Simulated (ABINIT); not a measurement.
The system is ScAl3.

```xyz
4
Lattice="4.0878 0.0000 0.0000 0.0000 4.0878 0.0000 0.0000 0.0000 4.0878" Properties=species:S:1:pos:R:3 pbc="T T T"
Sc    0.0000    0.0000    0.0000
Al    2.0439    2.0439    0.0000
Al    0.0000    2.0439    2.0439
Al    2.0439    0.0000    2.0439
```

The cell is a database's computed one.

Base run:

```yaml
Program: ABINIT 10.8.3 (patched build)
Functional: SOGGA
Potentials_or_basis: JTH PAW PBE v2.0
Cutoff: 408 eV
k_mesh: 7 × 7 × 7
Occupations: fermi-dirac, width 0.05 eV
Spin: no spin polarisation
```

Its results: band gap on the k mesh none (metal or under the smearing width); pressure -1.5 GPa.

Q: After a change of settings the same cell gave: band gap on the k mesh none (metal or under the smearing width); pressure 1.3 GPa. Which change was it?
A. functional from SOGGA to RPBE; cutoff from 408 eV to 544 eV; fine-grid cutoff from 816.342 eV to 1088.46 eV
B. functional from SOGGA to BP86
C. functional from SOGGA to HCTH407; cutoff from 408 eV to 544 eV; fine-grid cutoff from 816.342 eV to 1088.46 eV
D. functional from SOGGA to AM05; cutoff from 408 eV to 544 eV; fine-grid cutoff from 816.342 eV to 1088.46 eV

A: B.

Caveats: the PAW data sets were made with another functional, which shifts forces and pressure a little.

Not every run made on this cell is shown here.
